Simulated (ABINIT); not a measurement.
# PbSe (Clausthalite) (Fm-3m) in ABINIT: a series of runs

One crystal, PbSe (Clausthalite), is run at these levels: revPBE, LDA-PZ; tasks: band structure, equation of state.

All numbers are computed with ABINIT 10.8.3 (patched build); they aren't measurements. Logs are shortened: lines on timing, memory, paths and dates and some standing lists are left out, and cuts for length are marked. The log counts tension as positive stress, the text compression.

**The experiment to reproduce.**

A printed reference work, monograph reports, for a bulk crystal of PbSe at 300 K: band gap 0.28 eV (direct).

The runs below are set against these values where they give the same quantity.

### 1 The structure

The structure is cubic, space group Fm-3m (No. 225). The conventional cell has a = 6.121 Å, b = 6.121 Å, c = 6.121 Å, α = 90.00°, β = 90.00°, γ = 90.00°. Pb (site symmetry m-3m) has 6 Se at 3.06 Å as nearest neighbours. Se (site symmetry m-3m) has 6 Pb at 3.06 Å as nearest neighbours.

### 2 Band structure, revPBE

run.abi reads:

```
# Datasets: ground state, then fixed potential
ndtset 2

# Pseudopotentials
pp_dirpath "./"
pseudos "Pb.GGA_PBE-JTH.xml, Se.GGA_PBE-JTH.xml"

# Structure
acell 4.3284127397 4.3284127397 4.3284127397 Angstrom
rprim
     0.0000000000     0.7071067812     0.7071067812
     0.7071067812     0.0000000000     0.7071067812
     0.7071067812     0.7071067812     0.0000000000
ntypat 2
znucl 82 34
natom 2
typat 1 2
xred
     0.0000000000     0.0000000000     0.0000000000
     0.5000000000     0.5000000000     0.5000000000

# Plane-wave basis
ecut 17.0
pawecutdg 34.0

# Exchange and correlation
ixc 14

# Bands and occupations
occopt 3
tsmear 0.05 eV

# SCF cycle
nstep 100

# Output
iomode 3
prtwf 0
prteig 0
prtebands 0
prtden1 1

# Dataset 1
kptopt1 1
ngkpt1 8 8 8
nshiftk1 1
shiftk1 0.0 0.0 0.0
nband1 14
tolvrs1 1.0e-9

# Dataset 2: bands along G-X-W-K-G-L-U-W-L-K
iscf2 -2
getden2 1
nband2 18
nbdbuf2 2
tolwfr2 1.0e-12
kptopt2 -9
ndivsm2 6
prteig2 1
prtvol2 -3
kptbounds2
     0.0000000000     0.0000000000     0.0000000000
     0.5000000000     0.0000000000     0.5000000000
     0.5000000000     0.2500000000     0.7500000000
     0.3750000000     0.3750000000     0.7500000000
     0.0000000000     0.0000000000     0.0000000000
     0.5000000000     0.5000000000     0.5000000000
     0.6250000000     0.2500000000     0.6250000000
     0.5000000000     0.2500000000     0.7500000000
     0.5000000000     0.5000000000     0.5000000000
     0.3750000000     0.3750000000     0.7500000000
```

Potentials or basis: JTH PAW PBE v2.0.

Command:

```sh
$ abinit run.abi > log 2>&1
```

run.abo:

```text
.Version 10.8.3 of ABINIT
 DATASET    1 : space group Fm -3 m (#225); Bravais cF (face-center cubic)
================================================================================
 Values of the parameters that define the memory need for DATASET  1.
     intxc =       0    ionmov =       0      iscf =      17    lmnmax =      18
     lnmax =       6     mgfft =      32  mpssoang =       3    mqgrid =    3001
     natom =       2  nloc_mem =       2    nspden =       1   nspinor =       1
    nsppol =       1      nsym =      48    n1xccc =       1    ntypat =       2
    occopt =       3   xclevel =       2
       mpw =        1314          nfft =       32768          nkpt =          29
 PAW method is used; the additional fine FFT grid is defined by:
   mgfftf=        45    nfftf =     91125
================================================================================
================================================================================

 DATASET    2 : space group Fm -3 m (#225); Bravais cF (face-center cubic)
================================================================================
 Values of the parameters that define the memory need for DATASET  2.
     intxc =       0    ionmov =       0      iscf =      -2    lmnmax =      18
     lnmax =       6     mgfft =      32  mpssoang =       3    mqgrid =    3001
     natom =       2  nloc_mem =       2    nspden =       1   nspinor =       1
    nsppol =       1      nsym =      48    n1xccc =       1    ntypat =       2
    occopt =       3   xclevel =       2
       mpw =        1317          nfft =       32768          nkpt =         103
 PAW method is used; the additional fine FFT grid is defined by:
   mgfftf=        45    nfftf =     91125
================================================================================
================================================================================

--------------------------------------------------------------------------------
------------- Echo of variables that govern the present computation ------------
--------------------------------------------------------------------------------
 -outvars: echo values of preprocessed input variables --------
            acell      8.1795146379E+00  8.1795146379E+00  8.1795146379E+00 Bohr
              amu      2.07200000E+02  7.89600000E+01
             ecut      1.70000000E+01 Hartree
           getden1          0
           getden2          1
             iscf1         17
             iscf2         -2
              ixc          14
           jdtset        1    2
           kptopt1          1
           kptopt2         -9
         kptrlatt        8    0    0      0    8    0      0    0    8
          kptrlen1     6.54361171E+01
          kptrlen2     3.00000000E+01
            natom           2
            nband1         14
            nband2         18
           nbdbuf1          0
           nbdbuf2          2
           ndtset           2
           ndivsm1          0
           ndivsm2          6
            ngfft          32      32      32
          ngfftdg          45      45      45
             nkpt1         29
             nkpt2        103
            nstep         100
             nsym          48
           ntypat           2
           occopt           3
        pawecutdg      3.40000000E+01 Hartree
         pawxcdev           0
        prtebands           0
           prteig1          0
           prteig2          1
           prtvol1          0
           prtvol2         -3
            prtwf           0
            rprim      0.0000000000E+00  7.0710678120E-01  7.0710678120E-01
                       7.0710678120E-01  0.0000000000E+00  7.0710678120E-01
                       7.0710678120E-01  7.0710678120E-01  0.0000000000E+00
           shiftk1     0.00000000E+00  0.00000000E+00  0.00000000E+00
           shiftk2     5.00000000E-01  5.00000000E-01  5.00000000E-01
          spgroup         225
           tolvrs1     1.00000000E-09
           tolvrs2     0.00000000E+00
           tolwfr1     0.00000000E+00
           tolwfr2     1.00000000E-12
           tsmear      1.83746611E-03 Hartree
            typat      1  2
           useylm           1
           xangst      0.0000000000E+00  0.0000000000E+00  0.0000000000E+00
                       3.0606500001E+00  3.0606500001E+00  3.0606500001E+00
            xcart      0.0000000000E+00  0.0000000000E+00  0.0000000000E+00
                       5.7837902674E+00  5.7837902674E+00  5.7837902674E+00
             xred      0.0000000000E+00  0.0000000000E+00  0.0000000000E+00
                       5.0000000000E-01  5.0000000000E-01  5.0000000000E-01
            znucl       82.00000   34.00000

================================================================================

 chkinp: Checking input parameters for consistency, jdtset=   1.

 chkinp: Checking input parameters for consistency, jdtset=   2.

[... 215 lines left out ...]
  GGA: revPBE functional - ixc=14
  Zhang and Yang, PRL 80, 890 (1998)

 Real(R)+Recip(G) space primitive vectors, cartesian coordinates (Bohr,Bohr^-1):
 R(1)=  0.0000000  5.7837903  5.7837903  G(1)= -0.0864485  0.0864485  0.0864485
 R(2)=  5.7837903  0.0000000  5.7837903  G(2)=  0.0864485 -0.0864485  0.0864485
 R(3)=  5.7837903  5.7837903  0.0000000  G(3)=  0.0864485  0.0864485 -0.0864485
 Unit cell volume ucvol=  3.8696136E+02 bohr^3
 Angles (23,13,12)=  6.00000000E+01  6.00000000E+01  6.00000000E+01 degrees

 Coarse grid specifications (used for wave-functions):

 getcut: wavevector=  0.0000  0.0000  0.0000  ngfft=  32  32  32
         ecut(hartree)=     17.000   => boxcut(ratio)=   2.10782

 Fine grid specifications (used for densities):

 getcut: wavevector=  0.0000  0.0000  0.0000  ngfft=  45  45  45
         ecut(hartree)=     34.000   => boxcut(ratio)=   2.04937
--------------------------------------------------------------------------------

================================================================================
 Non-SCF case, kpt    1 (  0.00000  0.00000  0.00000), residuals and eigenvalues=
  5.39E-13  3.98E-13  3.46E-13  7.78E-13  1.77E-13  2.72E-13  5.60E-13  1.70E-13
  1.61E-13  9.22E-13  3.65E-13  5.42E-13  4.36E-13  1.10E-13  1.68E-13  1.10E-13
  1.94E-08  3.90E-08
 -4.7330E-01 -4.7330E-01 -4.7330E-01 -4.7288E-01 -4.7288E-01 -3.5188E-01
 -8.3529E-02  7.7752E-02  7.7752E-02  7.7752E-02  3.2206E-01  3.2206E-01
  3.2206E-01  3.8880E-01  3.8880E-01  3.8880E-01  4.5317E-01  4.5802E-01
 Non-SCF case, kpt    2 (  0.02941  0.00000  0.02941), residuals and eigenvalues=
  3.29E-13  4.42E-13  5.00E-13  7.69E-13  4.80E-13  2.90E-13  9.64E-13  3.17E-13
  1.00E-13  2.33E-13  8.51E-13  3.74E-13  4.39E-13  2.76E-13  1.25E-13  2.40E-13
  7.30E-08  1.68E-08
[... 696 lines left out ...]
 Non-SCF case, kpt  102 (  0.38750  0.38750  0.72500), residuals and eigenvalues=
  1.59E-13  8.51E-13  7.67E-13  7.37E-13  8.83E-13  6.01E-13  1.39E-13  1.12E-13
  2.12E-13  2.98E-13  3.21E-13  9.19E-13  4.15E-13  6.84E-13  1.98E-13  9.75E-13
  3.19E-07  7.84E-06
 -4.7606E-01 -4.7327E-01 -4.7281E-01 -4.7217E-01 -4.7193E-01 -3.0023E-01
 -1.5125E-01 -1.5861E-02  5.0897E-02  6.5130E-02  2.6506E-01  2.8646E-01
  3.4285E-01  3.7432E-01  5.1386E-01  5.1806E-01  5.9569E-01  6.4466E-01
 Non-SCF case, kpt  103 (  0.37500  0.37500  0.75000), residuals and eigenvalues=
  5.59E-13  7.70E-13  6.69E-13  4.83E-13  2.83E-13  7.02E-13  7.18E-13  6.49E-13
  3.76E-13  1.69E-13  1.78E-13  3.61E-13  7.84E-13  6.27E-13  3.86E-13  9.32E-14
  9.08E-07  5.23E-05
 -4.7631E-01 -4.7338E-01 -4.7271E-01 -4.7209E-01 -4.7189E-01 -2.9948E-01
 -1.4794E-01 -2.0513E-02  4.6971E-02  5.9446E-02  2.7319E-01  2.9555E-01
  3.4843E-01  3.6418E-01  5.2160E-01  5.2892E-01  6.0199E-01  6.3716E-01

--- !ResultsGS
iteration_state: {dtset: 2, }
comment   : Summary of ground state results
lattice_vectors:
- [  0.0000000,   5.7837903,   5.7837903, ]
- [  5.7837903,   0.0000000,   5.7837903, ]
- [  5.7837903,   5.7837903,   0.0000000, ]
lattice_lengths: [   8.17951,    8.17951,    8.17951, ]
lattice_angles: [ 60.000,  60.000,  60.000, ] # degrees, (23, 13, 12)
lattice_volume:   3.8696136E+02
convergence: {deltae:  0.000E+00, res2:  0.000E+00, residm:  9.988E-13, diffor:  0.000E+00, }
etotal    :  -7.07336063E+01
entropy   :   0.00000000E+00
fermie    :   1.53711942E-01
cartesian_stress_tensor: null
pressure_GPa: null
xred      :
- [  0.0000E+00,   0.0000E+00,   0.0000E+00, Pb]
- [  5.0000E-01,   5.0000E-01,   5.0000E-01, Se]
cartesian_forces: null
force_length_stats: {min: null, max: null, mean: null, }
...

 Integrated electronic density in atomic spheres:
 ------------------------------------------------
 Atom  Sphere_radius  Integrated_density
    1        2.40264         11.30861499
    2        2.21132          3.91688551

================================================================================

 ----iterations are completed or convergence reached----

 Mean square residual over all n,k,spin=   52.252E-14; max=  99.879E-14
 reduced coordinates (array xred) for    2 atoms
       0.000000000000      0.000000000000      0.000000000000
       0.500000000000      0.500000000000      0.500000000000

 cartesian coordinates (angstrom) at end:
    1      0.00000000000000     0.00000000000000     0.00000000000000
    2      3.06065000007434     3.06065000007434     3.06065000007434
 length scales=  8.179514637923  8.179514637923  8.179514637923 bohr
              =  4.328412739700  4.328412739700  4.328412739700 angstroms
 Eigenvalues (hartree) for nkpt= 103  k points:
 kpt#   1, nband= 18, wtk=  1.00000, kpt=  0.0000  0.0000  0.0000 (reduced coord)
  -0.47330   -0.47330   -0.47330   -0.47288   -0.47288   -0.35188   -0.08353    0.07775
   0.07775    0.07775    0.32206    0.32206    0.32206    0.38880    0.38880    0.38880
   0.45317    0.45802
 kpt#   2, nband= 18, wtk=  1.00000, kpt=  0.0294  0.0000  0.0294 (reduced coord)
  -0.47328   -0.47328   -0.47328   -0.47289   -0.47285   -0.35156   -0.08470    0.07727
   0.07727    0.07979    0.31489    0.32137    0.32137    0.38560    0.39125    0.39125
   0.45735    0.46100
 kpt#   3, nband= 18, wtk=  1.00000, kpt=  0.0588  0.0000  0.0588 (reduced coord)
  -0.47333   -0.47326   -0.47326   -0.47295   -0.47285   -0.35058   -0.08799    0.07585
   0.07585    0.08558    0.29711    0.31970    0.31970    0.37776    0.39819    0.39819
   0.46526    0.46812
 kpt#   4, nband= 18, wtk=  1.00000, kpt=  0.0882  0.0000  0.0882 (reduced coord)
  -0.47336   -0.47320   -0.47320   -0.47305   -0.47283   -0.34895   -0.09285    0.07356
   0.07356    0.09419    0.27472    0.31787    0.31787    0.36796    0.40872    0.40872
   0.46875    0.48339
 kpt#   5, nband= 18, wtk=  1.00000, kpt=  0.1176  0.0000  0.1176 (reduced coord)
[... 381 lines left out ...]
   0.06078    0.07935    0.24280    0.26567    0.32305    0.39836    0.49359    0.50599
   0.58851    0.64527
 kpt# 101, nband= 18, wtk=  1.00000, kpt=  0.4000  0.4000  0.7000 (reduced coord)
  -0.47577   -0.47316   -0.47294   -0.47227   -0.47195   -0.30156   -0.15503   -0.00791
   0.05553    0.07176    0.25482    0.27641    0.33439    0.38587    0.50513    0.50869
   0.59255    0.64787
 kpt# 102, nband= 18, wtk=  1.00000, kpt=  0.3875  0.3875  0.7250 (reduced coord)
  -0.47606   -0.47327   -0.47281   -0.47217   -0.47193   -0.30023   -0.15125   -0.01586
   0.05090    0.06513    0.26506    0.28646    0.34285    0.37432    0.51386    0.51806
   0.59569    0.64466
 kpt# 103, nband= 18, wtk=  1.00000, kpt=  0.3750  0.3750  0.7500 (reduced coord)
  -0.47631   -0.47338   -0.47271   -0.47209   -0.47189   -0.29948   -0.14794   -0.02051
   0.04697    0.05945    0.27319    0.29555    0.34843    0.36418    0.52160    0.52892
   0.60199    0.63716

== END DATASET(S) ==============================================================
================================================================================

 -outvars: echo values of variables after computation  --------
            acell      8.1795146379E+00  8.1795146379E+00  8.1795146379E+00 Bohr
           etotal1    -7.0733606278E+01
            fcart1    -0.0000000000E+00 -0.0000000000E+00 -0.0000000000E+00
                      -0.0000000000E+00 -0.0000000000E+00 -0.0000000000E+00
            rprim      0.0000000000E+00  7.0710678120E-01  7.0710678120E-01
                       7.0710678120E-01  0.0000000000E+00  7.0710678120E-01
                       7.0710678120E-01  7.0710678120E-01  0.0000000000E+00
           strten1    -9.0125065406E-05 -9.0125065406E-05 -9.0125065406E-05
                       0.0000000000E+00  0.0000000000E+00  0.0000000000E+00
           xangst      0.0000000000E+00  0.0000000000E+00  0.0000000000E+00
                       3.0606500001E+00  3.0606500001E+00  3.0606500001E+00
             xred      0.0000000000E+00  0.0000000000E+00  0.0000000000E+00
                       5.0000000000E-01  5.0000000000E-01  5.0000000000E-01
 Calculation completed.
```

Run time: 65 s. Hardware: 1 thread of Arm Neoverse V2, shared host; peak memory 0.14 GiB.

Results:

```
Free energy                                           : -1924.7595 eV
Band gap on the k mesh                                : 0.34 eV, direct
Valence electrons inside the program's atomic spheres : Pb 11.31; Se 3.92
```

Levels at the corners of the path, in eV from the valence-band top:
```tsv
point	band 8	band 9	band 10	band 11	band 12	band 13
Γ	-1.90	-1.90	-1.90	4.75	4.75	4.75
X	-4.97	-3.24	-3.24	3.77	5.64	5.64
W	-4.23	-4.23	-0.81	1.92	4.99	4.99
K	-4.57	-2.73	-2.39	3.42	4.03	5.47
Γ	-1.90	-1.90	-1.90	4.75	4.75	4.75
L	-1.48	-1.48	0.00	0.34	1.71	1.71
U	-4.57	-2.73	-2.39	3.42	4.03	5.47
W	-4.23	-4.23	-0.81	1.92	4.99	4.99
L	-1.48	-1.48	0.00	0.34	1.71	1.71
K	-4.57	-2.73	-2.39	3.42	4.03	5.47
```

Caveat: the cutoff is too short for stress, so the log's stress isn't used; the PAW data sets were made with another functional, which shifts forces and pressure a little; spin-orbit coupling is left out, which as a rule narrows the gap of such compounds by several tenths of an eV.

### 3 Equation of state, LDA-PZ

run.abi reads:

```
ndtset 7
getwfk -1
scalecart1 3*0.9795861087
scalecart2 3*0.9864848297
scalecart3 3*0.9932883884
scalecart4 3*1.0000000000
scalecart5 3*1.0066227096
scalecart6 3*1.0131594038
scalecart7 3*1.0196128224

pp_dirpath "./"
pseudos "Pb.LDA_PW-JTH_sp.xml, Se.LDA_PW-JTH.xml"

acell 3*1.0 Angstrom
rprim
     0.0000000000     3.0606500000     3.0606500000
     3.0606500000     0.0000000000     3.0606500000
     3.0606500000     3.0606500000     0.0000000000
ntypat 2
znucl 82 34
natom 2
typat 1 2
xred
     0.0000000000     0.0000000000     0.0000000000
     0.5000000000     0.5000000000     0.5000000000

ecut 408.170794 eV
pawecutdg 30.0

kptopt 1
ngkpt 8 8 8
nshiftk 1
shiftk 0.0 0.0 0.0

ixc 2

nband 9
occopt 3
tsmear 0.05 eV

nstep 100
tolvrs 1.0e-9

iomode 3
prtwf 1
prtden 0
prteig 0
prtebands 0
enunit 1
```

Potentials or basis: JTH PAW LDA v2.0 sp.

Command:

```sh
$ abinit run.abi > log 2>&1
```

Run time: 39 s. Hardware: 1 thread of Arm Neoverse V2, shared host; peak memory 0.13 GiB.

It converged, with:

* Equilibrium volume: 27.61 Å³/atom
* Bulk modulus: 59 GPa
* Pressure derivative of the bulk modulus: 4.2

Energy against volume, from the lowest point:
```csv
volume (Å³/atom),energy (meV/atom)
26.951,2.99
27.524,0.00
28.097,1.51
28.671,7.03
29.244,16.04
29.818,28.36
30.391,43.57
```

Caveat: pressures at fixed basis lie under the slope of the energies; this set keeps more shells in the core, which shifts pressures and gaps. The run has no spin-orbit coupling, so splittings on Pb are missing.

### 4 Against experiment

Step 2. A measured gap of PbSe is 0.28 eV (direct; 300 K; a printed reference work, monograph); the calculated 0.34 eV misses it by +0.06 eV. 2 values of this kind are on record (0.15 to 0.28 eV); this one was drawn at random. Spin-orbit coupling on Pb, Se is left out. The value is that of revPBE on a finite k mesh, which can miss the band edges, without temperature or zero-point motion.

Step 3. The cell as given is a measured one (28.67 Å³/atom); LDA-PZ puts the equilibrium volume -3.7 % from it, thermal expansion not counted.
